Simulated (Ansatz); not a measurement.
Na2S (started from an entry of an open crystallographic database), relaxed with r2SCAN: the symmetry is Fm-3m (No. 225, cubic); conventional cell a = 6.511 Å, 23.00 Å³ an atom. Na has 4 S at 2.82 Å; S has 8 Na at 2.82 Å. One-shot G0W0@PBE in Ansatz 0.2.0 on a 4×4×4 mesh (contour deformation, no spin-orbit coupling), from a PBE gap of 2.532 eV over the mesh points (the G0W0 gap is direct on the mesh); the number N of bands summed and the screening cutoff rise together. Calculated for a static, non-magnetic cell.

```
  N  cutoff (eV)  1000/N  G0W0 gap (eV)
168          100   5.952          4.069
390          180   2.564          4.186
```

Question: Lay a straight line in 1000/N through these rows.

Answer: The slope is -0.0345 eV per unit of 1000/N and the intercept 4.275 eV.

Question: Predict the gap at N = 746 (260 eV).

Answer: 4.275 + (-0.0345) × 1.340 = 4.229 eV; the run gives 4.233 eV, +0.004 eV from the line.

Question: With that run's result added, what limit do the last two rows suggest?

Answer: Their slope is (4.233 − 4.186)/(1.340 − 2.564) = -0.0384, which meets 1/N = 0 at 4.28 eV, against 4.275 eV from the first line. The slope steepens, so 1/N isn't yet asymptotic and the true limit probably lies higher still; the k mesh isn't extrapolated.
